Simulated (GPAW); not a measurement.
Wanted: an ASE script for a GPAW 26.7.0 run.

* Task: relaxation of cell and atoms
* Functional: PBEsol
* Potentials or basis: PAW data sets generated in the run's folder for this functional
* Cutoff: 600 eV
* Basis: pw
* k mesh: 6 × 6 × 3
* Occupations: fermi-dirac, width 0.05 eV
* Spin: no spin polarisation
* Maxiter: 150
* Optimizer: BFGS
* Fmax: 0.02 eV/Å
* Max steps: 60
* Convergence: density=1e-05 forces=0.0001

The structure of Ge lies in Ge.xyz:

```xyz
4
Lattice="3.9975858431 0.0000000000 0.0000000000 -1.9987929216 3.4620108940 0.0000000000 0.0000000000 0.0000000000 6.5993779500" Properties=species:S:1:pos:R:3 pbc="T T T"
Ge    -0.0000000002      2.3080072628      6.1842688277
Ge     1.9987929217      1.1540036312      2.8845798527
Ge    -0.0000000002      2.3080072628      3.7147980973
Ge     1.9987929217      1.1540036312      0.4151091223
```

This isn't the form of Ge at room conditions, which is diamond.

These files were run (other wordings do the same):

run.py

```python
from ase.filters import FrechetCellFilter
from ase.io import read, write
from ase.optimize import BFGS
from gpaw import GPAW, PW, setup_paths

setup_paths.insert(0, '.')

atoms = read('Ge.xyz')

calc = GPAW(mode=PW(600),
            xc='PBEsol',
            kpts={'size': (6, 6, 3), 'gamma': True},
            occupations={'name': 'fermi-dirac', 'width': 0.05},
            nbands=18,
            convergence={'density': 1e-05, 'forces': 0.0001},
            maxiter=150,
            txt='gpaw.txt')
atoms.calc = calc
opt = BFGS(FrechetCellFilter(atoms), trajectory='relax.traj', logfile='-')
done = opt.run(fmax=0.02, steps=60)
calc.write('gs.gpw')
write('result.traj', atoms)
print('Converged:', done)
print('Cell:', atoms.cell.cellpar().round(4))
print('Volume:', round(atoms.get_volume(), 4))
print(atoms.get_scaled_positions().round(5))
```

Potentials or basis: PAW data sets generated in the run's folder for this functional, pw.

Run with:

```sh
$ gpaw-setup -f PBEsol Ge
$ OMP_NUM_THREADS=1 python run.py
```

Results of the run:

The relaxed volume is 22.98 Å³/atom, the relaxed cell is a = 4.010 Å, b = 4.010 Å, c = 6.601 Å, α = 90.00°, β = 90.00°, γ = 120.00° and the space group after relaxing (to 0.05 Å) is P6_3/mmc (No. 194). The energy gained by relaxing is 0.3 meV/atom, the ionic steps are 5 and the pressure after relaxing is 0.0 GPa. The largest force after relaxing is 0.007 eV/Å and the band gap on the k mesh is 0.16 eV, direct.

Caveat: later steps reuse the first step's grids; an odd mesh through Γ misses points on the zone boundary, where band edges often lie.

Wall time 53 s on 1 thread of Arm Neoverse V2 (shared host), peak memory 0.2 GiB.
